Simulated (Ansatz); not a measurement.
# TaN: the cost of one run

Program: Ansatz 0.2.0. Level of theory: DFT PBE, scalar-relativistic. These are calculated values, not measurements.

## 1. The structure to begin with

It takes space group P6_3/mmc (No. 194, hexagonal). The conventional cell has a = 3.048 Å, b = 3.048 Å, c = 4.918 Å, α = 90.00°, β = 90.00°, γ = 120.00°. Ta (site symmetry -3m) is surrounded by 6 N at 2.15 Å and 2 Ta at 2.46 Å. Around N (site symmetry -6m2) lie 6 Ta at 2.15 Å.

Structure file:

```xyz
4
Lattice="3.0480 0.0000 0.0000 -1.5240 2.6396 0.0000 0.0000 0.0000 4.9180" Properties=species:S:1:pos:R:3 pbc="T T T"
Ta    0.0000    0.0000    0.0000
Ta    0.0000    0.0000    2.4590
N     0.0000    1.7598    1.2295
N     1.5240    0.8799    3.6885
```

Atoms are numbered in the order of the input: Ta1, Ta2, N3, N4.

## 2. Volume × 0.94, LAPW

The input, input.yaml:

```yaml
crystal:
  lattice:
    - [2.9857803976, 0.0, 0.0]
    - [-1.4928901988, 2.5857616744, 0.0]
    - [0.0, 0.0, 4.8176044827]
  atoms:
    - { symbol: Ta, position: [0.0, 0.0, 0.0] }
    - { symbol: Ta, position: [0.0, 0.0, 0.5] }
    - { symbol: "N", position: [0.3333333333, 0.6666666667, 0.25] }
    - { symbol: "N", position: [0.6666666667, 0.3333333333, 0.75] }
kpoints:
  mp_grid: { grid: [9, 9, 5] }
  band_path:
    path:
      - [0.0, 0.0, 0.0]
      - [0.5, 0.0, 0.0]
      - [0.3333333333, 0.3333333333, 0.0]
      - [0.0, 0.0, 0.0]
      - [0.0, 0.0, 0.5]
      - [0.5, 0.0, 0.5]
      - [0.3333333333, 0.3333333333, 0.5]
      - [0.0, 0.0, 0.5]
      - [0.5, 0.0, 0.5]
    npoints: 5
scf:
  occupations: { method: fermi_dirac, width: 0.01 }
hamiltonian:
  xc: pbe
  pseudopotentials: { kind: all_electron, lapw: { basis_error: 0.0005 } }
output:
  forces: true
  stress: true
  eigenvalues: true
```

Launch:

```
$ ansatz run input.yaml --threads 1 --pin off --max-ram 4096MiB --backend cpu --events-out ev --progress --plain --runs-dir out
```

Q: Estimate wall time and peak memory on 1 thread of Arm Neoverse V2, shared host.

About 76 s, with a peak of 0.59 GiB.
